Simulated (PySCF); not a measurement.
Species: piperidine, C5H11N.
SMILES: `C1CCNCC1`

Level of theory: TDDFT wB97X-D/def2-SVPD, vertical, gas phase, core orbitals frozen in the response (PySCF 2.14.0, density-fitted response routines). Isolated species at its GFN2-xTB geometry (one conformer only).

Computed states:

| state | E (eV) | f |
| --- | --- | --- |
| S1 | 6.24 | 0.0090 |
| S2 | 6.92 | 0.021 |
| S3 | 7.23 | 0.025 |
| S4 | 7.49 | 0.0003 |
| S5 | 8.05 | 0.0011 |
| S6 | 8.19 | 0.0099 |
| S7 | 8.54 | 0.0005 |
| S8 | 8.76 | 0.0001 |

Each state is given a Gaussian of 0.4 eV full width at half maximum, with ε(max) = 2.175×10⁸ f / Δν̃ (Δν̃ the width in cm⁻¹). The cross-section is σ = 3.8235×10⁻²¹ ε cm², given in Mb (10⁻¹⁸ cm²). The width is an assumption, not a result. The curve ends short of the highest state used, and states not computed would add to its high-energy end.

**Question.** What does the envelope look like, and where are its maxima?

**Answer.** 
| E (eV) | σ (Mb) |
| --- | --- |
| 5.64 | 0.00 |
| 5.71 | 0.02 |
| 5.78 | 0.06 |
| 5.86 | 0.19 |
| 5.93 | 0.44 |
| 6.00 | 0.85 |
| 6.07 | 1.41 |
| 6.14 | 1.95 |
| 6.22 | 2.31 |
| 6.29 | 2.23 |
| 6.36 | 1.84 |
| 6.43 | 1.33 |
| 6.50 | 0.98 |
| 6.58 | 1.05 |
| 6.65 | 1.68 |
| 6.72 | 2.84 |
| 6.79 | 4.32 |
| 6.86 | 5.77 |
| 6.94 | 7.00 |
| 7.01 | 7.66 |
| 7.08 | 8.02 |
| 7.15 | 8.11 |
| 7.23 | 7.60 |
| 7.30 | 6.45 |
| 7.37 | 4.81 |
| 7.44 | 3.10 |
| 7.51 | 1.71 |
| 7.59 | 0.74 |
| 7.66 | 0.33 |
| 7.73 | 0.22 |
| 7.80 | 0.31 |
| 7.87 | 0.60 |
| 7.95 | 1.18 |
| 8.02 | 1.82 |
| 8.09 | 2.43 |
| 8.16 | 2.76 |

Maxima: 199 nm (6.24 eV), ε about 610, made up of S1 (100%); 174 nm (7.13 eV), ε about 2100, made up of S2 (31%) and S3 (69%) (ε in L mol⁻¹ cm⁻¹; maxima over ε = 5, shares over 10%). At its high-energy end, 8.16 eV, the curve is still rising (ε about 720, from S6).

**Question.** Coming from long wavelengths, where does ε first pass 100 L mol⁻¹ cm⁻¹?

**Answer.** At about 210 nm (5.92 eV), 0.32 eV below S1.

**Question.** On this curve, what absorbance would a 10⁻³ mol/L sample give at 193 nm over a 1 cm path?

**Answer.** 193 nm is 6.424 eV, where ε is about 360 L mol⁻¹ cm⁻¹, so A = ε c l ≈ 0.36 (Beer–Lambert, with the gas-phase spectrum and the assumed width).

**Question.** What would ε be at 7.13 eV, the highest of these maxima, with half the width (0.2 eV)?

**Answer.** About 1920 L mol⁻¹ cm⁻¹ against 2120, a factor of about 0.9; a lone state at its own centre would give exactly 2.

Time: 38 s. Hardware: one thread of an Arm Neoverse V1 (shared host).
